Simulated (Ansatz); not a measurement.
Cu Kα1 powder pattern (kinematic, no thermal factors).
2θ (°) (relative intensity): 20.37 (16), 27.20 (13), 28.97 (4), 40.16 (100), 41.43 (3), 46.59 (32), 46.95 (15), 50.27 (3), 51.67 (2), 56.11 (1), 59.06 (3), 64.37 (1), 67.11 (1), 68.00 (10), 68.29 (19), 82.02 (22), 82.55 (11), 86.72 (10)

The pattern is computed from a structure relaxed with Ansatz, DFT PBE, scalar-relativistic, plane waves, PAW. No spin polarisation. Its elements are Al, Ni.

Task: Give the structure.

Result: Al4Ni.
Space group I4/m (No. 87). a = 6.160 Å, b = 6.160 Å, c = 3.868 Å, α = 90.00°, β = 90.00°, γ = 90.00°
```csv
atom,site,symmetry,x,y,z
Al,8h,m..,0.1060,0.7044,0.5000
Ni,2a,4/m..,0.0000,0.0000,0.0000
```

A pattern alone doesn't exclude other cells with like lines; this is the one computed.

Another cell of Al4Ni relaxed alike, in I4/mmm, lies 27 meV/atom lower, so this cell isn't the stable form at this level.

It was reached by relaxing an invented guess, and it needn't be the stable form of this composition.
